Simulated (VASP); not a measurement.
# PtS2 (P-3m1) in VASP: a series of runs, part 2 of 2

VASP 6.6.1. Earlier steps stand in the parts before.

**4. Relaxation of cell and atoms, PBE**

INCAR

```
  PREC = Accurate
  ENCUT = 600
  EDIFF = 1E-7
  ISMEAR = 0
  SIGMA = 0.02
  LREAL = False
  LASPH = True
  NELM = 100
  ALGO = Normal
  ISIF = 3
  LWAVE = False
  LCHARG = False
  GGA = PE
  IBRION = 2
  NSW = 90
  EDIFFG = -0.005
```

KPOINTS

```
regular mesh
0
Gamma
  9 9 6
```

POSCAR

```
PtS2
1.0
    3.5487421900      0.0000000000      0.0000000000
   -1.7743710900      3.0733008900      0.0000000000
    0.0000000000      0.0000000000      5.5970665400
Pt S
1 2
Direct
    0.0000000000      0.0000000000      0.0000000000
    0.6666666700      0.3333333300      0.7796640600
    0.3333333300      0.6666666700      0.2203359400
```

Potentials or basis: VASP PAW PBE potentials, release 64 (Pt, S).

On the command line:

```bash
> cat potpaw_PBE.64/Pt/POTCAR potpaw_PBE.64/S/POTCAR > POTCAR
> mpirun -np 1 vasp_std > vasp.out
```

It took 9.8 min on 1 thread of Intel Xeon Platinum 8488C (Sapphire Rapids), shared host; peak memory 0.25 GiB.

The run converged. Its results:

- Free energy: -15.4633 eV
- Relaxed volume: 23.25 Å³/atom
- Relaxed cell: a = 3.573 Å, b = 3.573 Å, c = 6.309 Å, α = 90.00°, β = 90.00°, γ = 120.00°
- Space group after relaxing (to 0.05 Å): P-3m1 (No. 164)
- Energy gained by relaxing: 6.9 meV/atom
- Ionic steps: 27
- Pressure after relaxing: 0.0 GPa
- Band gap on the k mesh: 1.51 eV, indirect (least direct gap 1.54 eV)

The path:
```tsv
step	energy change (eV)	largest force (eV/Å)	pressure (GPa)	volume (Å³)
1	0.0000	0.0358	1.91	61.04
2	0.0056	0.4042	-2.52	63.21
3	-0.0057	0.1533	-0.01	61.93
4	-0.0074	0.1013	0.03	62.08
5	-0.0084	0.0247	0.08	62.32
6	-0.0092	0.0201	0.12	62.49
7	-0.0113	0.0046	0.22	63.00
8	-0.0147	0.0315	0.47	64.02
9	-0.0172	0.1219	1.10	66.04
10	-0.0175	0.1147	1.04	66.13
11	-0.0182	0.0938	0.88	66.39
12	-0.0194	0.0529	0.55	66.93
13	-0.0204	0.0266	-0.05	68.01
14	-0.0204	0.0351	-0.11	68.13
15	-0.0204	0.0380	-0.14	68.17
16	-0.0204	0.0374	-0.14	68.24
17	-0.0205	0.0354	-0.13	68.44
18	-0.0206	0.0308	-0.11	68.83
19	-0.0208	0.0193	-0.07	69.63
20	-0.0208	0.0179	-0.06	69.74
21	-0.0208	0.0149	-0.04	69.95
22	-0.0208	0.0011	0.04	69.82
23	-0.0208	0.0010	0.05	69.82
24	-0.0208	0.0049	0.03	69.76
25	-0.0208	0.0055	0.03	69.75
26	-0.0208	0.0040	-0.03	69.79
27	-0.0208	0.0016	0.00	69.76
```

Final structure:
```
Pt S
1.0
     3.57332    0.00000    0.00000
    -1.78666    3.09459    0.00000
     0.00000    0.00000    6.30887
Pt S
1 2
Direct
  0.00000 0.00000 0.00000
  0.66667 0.33333 0.80567
  0.33333 0.66667 0.19433
```

Levels at points of the mesh, in eV from the valence-band top:
```csv
k point,band 7,band 8,band 9,band 10,band 11,band 12,band 13,band 14,band 15
"(0.00, 0.00, 0.00)",-2.98,-1.07,-0.41,-0.41,-0.35,3.04,3.04,5.37,5.92
"(0.00, 0.00, 0.50)",-2.98,-1.19,-0.76,-0.43,-0.43,3.09,3.09,5.90,6.96
```

Caveat: spin-orbit coupling is left out, which moves the levels of the heavy elements; an odd mesh through Γ misses points on the zone boundary, where band edges often lie; this functional lacks dispersion, which binds the layers, so the pressure and a relaxed spacing across them are unreliable.

**5. Relaxation of cell and atoms, PBE+D3(BJ)**

INCAR: that of step 4 with these lines changed.

```diff
@@ -13,2 +13,3 @@
   GGA = PE
+  IVDW = 12
   IBRION = 2
```

KPOINTS is that of step 4.

POSCAR is that of step 4.

On the command line:

```bash
> cat potpaw_PBE.64/Pt/POTCAR potpaw_PBE.64/S/POTCAR > POTCAR
> mpirun -np 1 vasp_std > vasp.out
```

Run time: 7.9 min. Hardware: 1 thread of Intel Xeon Platinum 8488C (Sapphire Rapids), shared host; peak memory 0.26 GiB.

Results (log left out):

```yaml
Free_energy: -16.6716 eV
Relaxed_volume: 17.30 Å³/atom
Relaxed_cell: a = 3.578 Å, b = 3.578 Å, c = 4.679 Å, α = 90.00°, β = 90.00°, γ = 120.00°
Space_group_after_relaxing_to_0.05_Å: P-3m1 (No. 164)
Energy_gained_by_relaxing: 32.7 meV/atom
Ionic_steps: 24
Pressure_after_relaxing: 0.0 GPa
Band_gap_on_the_k_mesh: 0.16 eV, indirect (least direct gap 0.99 eV)
Dispersion_energy_per_atom: -0.451 eV
```

The path:
```tsv
step	energy change (eV)	largest force (eV/Å)	pressure (GPa)	volume (Å³)
1	0.0000	0.0577	-1.14	61.04
2	-0.0042	0.3229	1.08	59.78
3	-0.0046	0.2653	0.59	60.04
4	-0.0096	0.2710	0.58	59.73
5	-0.0240	0.2907	0.59	58.79
6	-0.0494	0.3427	0.76	56.87
7	-0.0776	0.4927	1.96	52.94
8	-0.0889	0.2422	-0.15	53.01
9	-0.0901	0.1284	-1.10	53.05
10	-0.0938	0.0764	-0.95	52.73
11	-0.0977	0.0605	-0.53	51.93
12	-0.0977	0.0534	-0.56	51.97
13	-0.0980	0.0287	0.28	51.76
14	-0.0981	0.0029	0.02	51.82
15	-0.0981	0.0018	0.01	51.83
16	-0.0981	0.0008	-0.01	51.83
17	-0.0981	0.0009	0.00	51.83
18	-0.0981	0.0058	0.02	51.83
19	-0.0981	0.0071	0.03	51.83
20	-0.0981	0.0098	-0.02	51.86
21	-0.0981	0.0105	-0.03	51.86
22	-0.0981	0.0078	0.00	51.87
23	-0.0981	0.0004	0.04	51.88
24	-0.0981	0.0009	0.02	51.89
```

Final structure:
```xyz
3
Lattice="3.5784 0.0000 0.0000 -1.7892 3.0990 0.0000 0.0000 0.0000 4.6795" Properties=species:S:1:pos:R:3 pbc="T T T"
Pt    3.5784    0.0000    4.6795
S     1.7892    1.0330    3.4739
S     0.0000    2.0660    1.2056
```

Levels at points of the mesh, in eV from the valence-band top:
```tsv
k point	band 8	band 9	band 10	band 11	band 12	band 13	band 14	band 15
(0.00, 0.00, 0.00)	-2.51	-1.62	-1.62	0.00	1.17	1.17	3.63	5.01
(0.00, 0.00, 0.50)	-3.29	-2.13	-2.13	-1.55	2.23	2.23	5.26	6.81
```

Caveat: spin-orbit coupling is left out, which moves the levels of the heavy elements; an odd mesh through Γ misses points on the zone boundary, where band edges often lie.

**6. Relaxation of cell and atoms, PBEsol**

INCAR: that of step 5 with these lines changed.

```diff
@@ -1,3 +1,3 @@
   PREC = Accurate
-  ENCUT = 600
+  ENCUT = 300
   EDIFF = 1E-7
@@ -12,4 +12,3 @@
   LCHARG = False
-  GGA = PE
-  IVDW = 12
+  GGA = PS
   IBRION = 2
```

KPOINTS is that of step 5.

POSCAR is that of step 5.

Potentials or basis: VASP PAW PBE potentials, release 64 (Pt, S).

On the command line:

```bash
> cat potpaw_PBE.64/Pt/POTCAR potpaw_PBE.64/S/POTCAR > POTCAR
> mpirun -np 1 vasp_std > vasp.out
```

Run time: 2.8 min. Hardware: 1 thread of Intel Xeon Platinum 8488C (Sapphire Rapids), shared host; peak memory 0.16 GiB.

The run converged. Its results:

```
Free energy                            : -17.0148 eV
Relaxed volume                         : 17.48 Å³/atom
Relaxed cell                           : a = 3.564 Å, b = 3.564 Å, c = 4.765 Å, α = 90.00°, β = 90.00°, γ = 120.00°
Space group after relaxing (to 0.05 Å) : P-3m1 (No. 164)
Energy gained by relaxing              : 15.5 meV/atom
Ionic steps                            : 21
Pressure after relaxing                : 0.0 GPa
Largest force after relaxing           : 0.003 eV/Å
Band gap on the k mesh                 : 0.30 eV, indirect (least direct gap 0.99 eV)
```

Forces on the atoms (eV/Å):
```
Pt   0.000  0.000  0.000
S    0.000  0.000  0.003
S    0.000  0.000 -0.003
```

Step by step:
```csv
step,energy change (eV),largest force (eV/Å),pressure (GPa),volume (Å³)
1,0.0000,0.2927,-2.76,61.04
2,0.0252,0.6461,5.44,58.00
3,-0.0114,0.0257,-0.05,59.92
4,-0.0114,0.0323,0.01,59.90
5,-0.0130,0.0577,-0.03,59.80
6,-0.0154,0.1343,-0.16,59.47
7,-0.0171,0.1164,-0.27,59.25
8,-0.0217,0.0653,-0.56,58.61
9,-0.0294,0.0244,-1.03,57.31
10,-0.0398,0.1612,-1.57,54.71
11,-0.0407,0.1493,-1.40,54.53
12,-0.0430,0.1138,-0.88,54.00
13,-0.0449,0.0409,0.27,52.94
14,-0.0451,0.0377,0.28,52.88
15,-0.0456,0.0278,0.28,52.70
16,-0.0461,0.0083,0.29,52.34
17,-0.0462,0.0041,0.30,52.26
18,-0.0463,0.0282,-0.03,52.38
19,-0.0463,0.0284,-0.03,52.39
20,-0.0463,0.0219,-0.03,52.40
21,-0.0464,0.0031,-0.01,52.43
```

Final structure:
```
Pt S
1.0
     3.56438    0.00000    0.00000
    -1.78219    3.08685    0.00000
     0.00000    0.00000    4.76534
Pt S
1 2
Cartesian
  0.0000 0.0000 0.0000
  1.7822 1.0289 3.5668
  0.0000 2.0579 1.1985
```

Levels at points of the mesh, in eV from the valence-band top:
```tsv
k point	band 8	band 9	band 10	band 11	band 12	band 13	band 14	band 15
(0.00, 0.00, 0.00)	-2.39	-1.49	-1.49	0.00	1.47	1.47	3.76	5.06
(0.00, 0.00, 0.50)	-3.18	-1.91	-1.91	-1.41	2.38	2.38	5.19	6.83
```

Caveat: the cutoff is under 1.25 times the usual one of these potentials, so pressure, stress and relaxed cells hold a basis-set (Pulay) error; the PAW data sets were made with another functional, which shifts forces and pressure a little; spin-orbit coupling is left out, which moves the levels of the heavy elements; an odd mesh through Γ misses points on the zone boundary, where band edges often lie; this functional lacks dispersion, which binds the layers, so the pressure and a relaxed spacing across them are unreliable. As with any semilocal functional, this PBEsol gap is likely too small.

**7. Overview**

| level | potentials or basis | cutoff (eV) | gap on the mesh (eV) | pressure (GPa) | relaxed volume (Å³/atom) |
| --- | --- | --- | --- | --- | --- |
| PBEsol | VASP PAW PBE potentials, release 64 (Pt, S) | 600 | 0.36 | 0.0 | 17.64 |
| LDA | VASP PAW LDA potentials, release 64 (Pt, S) | 600 | none | 0.0 | 16.64 |
| PBE | VASP PAW PBE potentials, release 64 (Pt, S) | 600 | 1.51 | 0.0 | 23.25 |
| PBE+D3(BJ) | VASP PAW PBE potentials, release 64 (Pt, S) | 600 | 0.16 | 0.0 | 17.30 |
| PBEsol | VASP PAW PBE potentials, release 64 (Pt, S) | 300 | 0.30 | 0.0 | 17.48 |

Alike in all rows: task relaxation of cell and atoms; no spin polarisation; cell relaxed; k mesh 9 × 9 × 6; smearing gaussian 0.02 eV.

Caveats: spin-orbit coupling is left out, which moves the levels of the heavy elements (some runs); an odd mesh through Γ misses points on the zone boundary, where band edges often lie (some runs); this functional lacks dispersion, which binds the layers, so the pressure and a relaxed spacing across them are unreliable (some runs); the PAW data sets were made with another functional, which shifts forces and pressure a little (some runs); the volume moved by over 15 % at a fixed basis, so the end points are rough (some runs); the cutoff is under 1.25 times the usual one of these potentials, so pressure, stress and relaxed cells hold a basis-set (Pulay) error (some runs).

Absolute energies hang on the potentials; compare differences alone.
